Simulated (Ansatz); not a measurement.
Runs of Ansatz 0.2.0 on CdS (Hawleyite). It takes space group F-43m (No. 216, cubic). Conventional cell: a = 5.833 Å, b = 5.833 Å, c = 5.833 Å, α = 90.00°, β = 90.00°, γ = 90.00°. Cd (site symmetry -43m) has 4 S at 2.53 Å as nearest neighbours. S (site symmetry -43m) has 4 Cd at 2.53 Å as nearest neighbours. 

```csv
share of exact exchange,gap on the mesh (eV),pressure (GPa)
0.5,(a),0.9
0.2,1.98,2.1
0.3,2.42,(b)
0.05,1.34,2.8
0.4,2.88,1.3
0.25,2.20,1.8
0.15,(c),2.3
0.1,1.55,2.5
```

Alike in all rows: task single point; level HSE06 form with a typed share of exact exchange; potentials or basis Ansatz PAW; no spin polarisation; cell as given; k mesh 4 × 4 × 4; cutoff (eV) 420; smearing fermi-dirac 0.05 eV; the mesh is coarse, so values aren't converged.

Question: Fill in the values left out.

Answer: (a) 3.35; (b) 1.6; (c) 1.76.

Caveats: all runs use coarse meshes; the PAW data sets come from PBE, with cores solved anew for the run's functional, which leaves a small shift of forces and pressure; the thresholds are loose for stress.

A k mesh can miss the band edges, and the runs leave out spin-orbit coupling on Cd.
